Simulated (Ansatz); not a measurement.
Bulk crystal (Ti) after relaxation:

```yaml
crystal:
  lattice:
    - [2.93846, 0.00000, 0.00000]
    - [-1.46923, 2.54478, 0.00000]
    - [0.00000, 0.00000, 4.65063]
  atoms:
    - { symbol: Ti, position: [0.33333, 0.66667, 0.25000] }
    - { symbol: Ti, position: [0.66667, 0.33333, 0.75000] }
```

Miller indices refer to the conventional cell of P6_3/mmc (No. 194), a = 2.938 Å, b = 2.938 Å, c = 4.651 Å, α = 90.00°, β = 90.00°, γ = 120.00°.

The (001) slab of 6 planes, 11.6 Å thick with 15 Å of vacuum as cut; outer planes Ti (top) and Ti (bottom).

Level of theory: DFT PBE, scalar-relativistic, plane waves, PAW in Ansatz 0.2.0. Plane waves to 420 eV, a k mesh through Γ of 12×12×1 on the computed 6-atom cell and Gaussian smearing (0.10 eV); no spin polarisation. A dipole correction removes the field between periodic images along c.

Results for the relaxed slab:

```yaml
Surface_energy_mean_of_both_faces: 1.98 J/m²
Work_function: 4.40 eV
```

Relaxation lowers the energy by 0.119 J/m² a face; the largest move is 0.121 Å.

```csv
plane (bottom to top),atoms,"spacing to next, bulk (Å)",relaxed (Å),change (%)
1,Ti,2.325,2.160,-7.1
2,Ti,2.325,2.391,+2.8
3,Ti,2.325,2.282,-1.9
4,Ti,2.325,2.391,+2.8
5,Ti,2.325,2.160,-7.1
6,Ti,,,
```